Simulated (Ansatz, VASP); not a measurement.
# Two plane-wave programs on CaO

INCAR

```
SYSTEM = CaO
PREC = Accurate
ENCUT = 520
EDIFF = 1E-6
ISMEAR = 0
SIGMA = 0.02
LREAL = .FALSE.
LASPH = .TRUE.
NELM = 80
ALGO = Normal
ISIF = 2
LWAVE = .FALSE.
LCHARG = .FALSE.
GGA = PE
NBANDS = 15
```

File KPOINTS:

```
Automatic mesh
0
G
  8 8 8
  0 0 0
```

The input POSCAR:

```
CaO
1.0
    0.0000000000      2.4629986190      2.4629986190
    2.4629986190      0.0000000000      2.4629986190
    2.4629986190      2.4629986190      0.0000000000
Ca O
1 1
Direct
    0.0000000000      0.0000000000      0.0000000000
    0.5000000000      0.5000000000      0.5000000000
```

Input for Ansatz:

```yaml
crystal:
  lattice:
    - [0.0, 2.462998619, 2.462998619]
    - [2.462998619, 0.0, 2.462998619]
    - [2.462998619, 2.462998619, 0.0]
  atoms:
    - { symbol: Ca, position: [0.0, 0.0, 0.0] }
    - { symbol: O, position: [0.5, 0.5, 0.5] }
basis:
  ecutwfc: 420
kpoints:
  mp_grid: { grid: [8, 8, 8] }
hamiltonian:
  xc: pbe
scf:
  occupations: { method: gaussian, width: 0.02 }
output:
  forces: true
  stress: true
  eigenvalues: true
```

Alike in both runs: task single point; functional PBE; k mesh 8 × 8 × 8; occupations gaussian, width 0.02 eV; no spin polarisation.

```csv
,VASP,Ansatz
version,VASP 6.6.1,Ansatz 0.2.0
potentials or method,"VASP PAW PBE potentials, release 64 (Ca_sv, O)","scalar-relativistic, plane waves, PAW"
plane-wave cutoff (eV),520,420
valence electrons in the cell,16,16
```

```tsv
	VASP	Ansatz	Ansatz less VASP
gap on the k mesh at the Fermi level (eV)	3.64	3.66	+0.016
least direct gap on the mesh (eV)	4.03	4.04	+0.016
pressure (GPa)	-5.0	-5.4	-0.40
```

A k mesh can miss the band edges. Expect the measured gap to be larger: semilocal functionals such as PBE lack the derivative discontinuity.
